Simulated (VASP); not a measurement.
**RuS2 (Laurite) under changes of volume**

One of the cells (14.249 Å³/atom); the others are scaled copies at fixed shape and fractional positions:

```
Ru S
1.0
     5.55032    0.00000    0.00000
     0.00000    5.55032    0.00000
     0.00000    0.00000    5.55032
Ru S
4 8
Direct
  0.00000 0.50000 0.50000
  0.50000 0.50000 0.00000
  0.50000 0.00000 0.50000
  0.00000 0.00000 0.00000
  0.38643 0.11357 0.88643
  0.11357 0.88643 0.38643
  0.88643 0.38643 0.11357
  0.61357 0.61357 0.61357
  0.61357 0.88643 0.11357
  0.88643 0.11357 0.61357
  0.11357 0.61357 0.88643
  0.38643 0.38643 0.38643
```

* Program: VASP 6.6.1
* Functional: LDA
* Potentials or basis: VASP PAW LDA potentials, release 64 (Ru_pv, S)
* Cutoff: 520 eV
* k mesh: 4 × 4 × 4
* Occupations: gaussian, width 0.02 eV
* Spin: no spin polarisation

```tsv
volume (Å³/atom)	energy over the lowest point (meV/atom)	pressure (GPa)	gap on the mesh (eV)	largest force (eV/Å)
13.679	16.25	9.3	0.47	0.034
13.964	3.98	4.4	0.49	0.015
14.249	0.00	-0.1	0.50	0.004
14.534	3.44	-4.0	0.51	0.017
14.819	?	?	?	?
```

What does the run at 14.819 Å³/atom give?

Energy over the lowest point 13.47 meV/atom; pressure -7.5 GPa; gap on the mesh 0.52 eV; largest force 0.030 eV/Å.

Worked out: A Birch-Murnaghan fit of order 2 (a polynomial in V^(-2/3)) to the other rows has its minimum at 14.25 Å³/atom with B0 = V·E''(V) = 209 GPa at fixed shape and positions, which overstates the stiffness. It gives 13.65 meV/atom at 14.819 Å³/atom, against the run's 13.47, and -dE/dV = -7.5 GPa, against -7.5. A straight line through the other rows of the gap, of slope 0.644 eV per unit of ln V, extrapolates to 0.52 eV, against the run's 0.52.

Energies are extrapolated to zero smearing.

A mesh can miss the band edges. Spin-orbit coupling on Ru is left out.
